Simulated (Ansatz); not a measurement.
A plane-wave DFT run in Ansatz 0.2.0 (scalar-relativistic PAW potentials unless the input names others): input and command.

```yaml
crystal:
  lattice:
    - [2.78910229, 0.0, 0.0]
    - [-1.39455115, 2.41543344, 0.0]
    - [0.0, 0.0, 3.34243298]
  atoms:
    - { symbol: Mg, position: [0.6706656418, 0.3362607863, 0.75] }
    - { symbol: Mg, position: [0.3373323085, 0.6695941196, 0.25] }
    - { symbol: O, position: [0.6666666667, 0.3333333333, 0.25] }
    - { symbol: O, position: [0.3333333333, 0.6666666667, 0.75] }
basis:
  ecutwfc: 420
kpoints:
  mp_grid: { grid: [6, 6, 6] }
hamiltonian:
  xc: lda
scf:
  occupations: { method: gaussian, width: 0.05 }
  max_iter: 75
output:
  forces: true
  eigenvalues: true
  stress: true
```

```bash
ansatz run input.yaml --threads 1 --pin off --max-ram 2560MiB --backend cpu --events-out ev --progress --plain --runs-dir out
```

Abridged log:
```
Basis set: ecut = 420 eV, 443 PW (Γ)
Bands: 20, of which v1, the nominal top of the filled ones, is band 16 counted from 1 (15 counted from 0)
Symmetry: 2 space group operations
k-points: 80 of 216 (time reversal used)
SCF iter   1: F=—  HF=-4907.747701 eV  |F-HF|=—  |Δ(HF+E_count)|=         —  Δρ=3.17e-2  dr2=1.49e-1  ethr=1.77e-3  ⟨swp⟩=5.6  Hψ=8008  notcnv=0
SCF iter   2: F=—  HF=-4907.689810 eV  |F-HF|=—  |Δ(HF+E_count)|=   5.79e-2  Δρ=8.98e-3  dr2=1.33e-2  ethr=4.65e-4  ⟨swp⟩=2.0  Hψ=3132  notcnv=0
SCF iter   3: F=—  HF=-4907.683933 eV  |F-HF|=—  |Δ(HF+E_count)|=   5.88e-3  Δρ=3.65e-3  dr2=2.31e-3  ethr=4.16e-5  ⟨swp⟩=2.0  Hψ=2451  notcnv=0
SCF iter   4: F=—  HF=-4907.682772 eV  |F-HF|=—  |Δ(HF+E_count)|=   1.16e-3  Δρ=3.25e-4  dr2=7.98e-6  ethr=7.21e-6  ⟨swp⟩=2.7  Hψ=2741  notcnv=0
SCF iter   5: F=—  HF=-4907.682772 eV  |F-HF|=—  |Δ(HF+E_count)|=   7.11e-7  Δρ=4.90e-5  dr2=1.84e-7  ethr=2.49e-8  ⟨swp⟩=2.1  Hψ=2510  notcnv=0
SCF iter   6: F=-4907.682772 eV  HF=-4907.682772 eV  |F-HF|=1.52e-9  |Δ(HF+E_count)|=   5.73e-8  Δρ=5.21e-6  dr2=2.06e-9  ethr=3.13e-10  ⟨swp⟩=5.5  Hψ=7017  notcnv=0
SCF 1 converged in 6 iterations: F = -4907.682772 eV  dr2 = 2.06e-9
SCF converged after 6 iterations
Free energy (F): -4907.682772 eV
Harris-Foulkes:  -4907.682772 eV  (|F-HF|=1.52e-9)
Internal energy: -4907.682772 eV  (E = F + TS)
E sigma→0 (E₀):  -4907.682772 eV
Fermi energy:    19.856867 eV
--- Forces (eV/Å), atoms counted from 1 ---
  atom   1  Mg    -0.39428117    -0.38330270     0.00000000
  atom   2  Mg    -0.37232464    -0.38330301     0.00000000
  atom   3  O      0.37250405     0.38330566     0.00000000
  atom   4  O      0.39410674     0.38330541     0.00000000
--- Stress (GPa, compression-positive) ---
      319.543312       0.039579       0.000000
        0.039579     319.543306       0.000000
        0.000000       0.000000     355.409216
  P = ⅓ Tr σ = 331.4986 GPa (3314.986 kbar)
```

The run was meant for a cell not far from equilibrium. What should be changed?

The fault is a lattice far too small (lattice vectors times 0.800). Setting it back cures it. The run converged all the same, with an energy at zero smearing 3.0 eV/atom above the reference's, pressure 331.50 GPa, largest force 0.550 eV/Å, gap on the mesh 6.92 eV, so convergence alone doesn't show that an input is right. A reference run of the cell with lattice vectors 3.4864 0.0000 0.0000; -1.7432 3.0193 0.0000; 0.0000 0.0000 4.1780 Å and the atoms in their places converged with pressure -4.01 GPa, largest force 0.106 eV/Å, gap on the mesh 3.34 eV.

Time: 5.2 s on 1 thread of AMD EPYC (Zen 3), on a shared host, peak memory 0.32 GiB.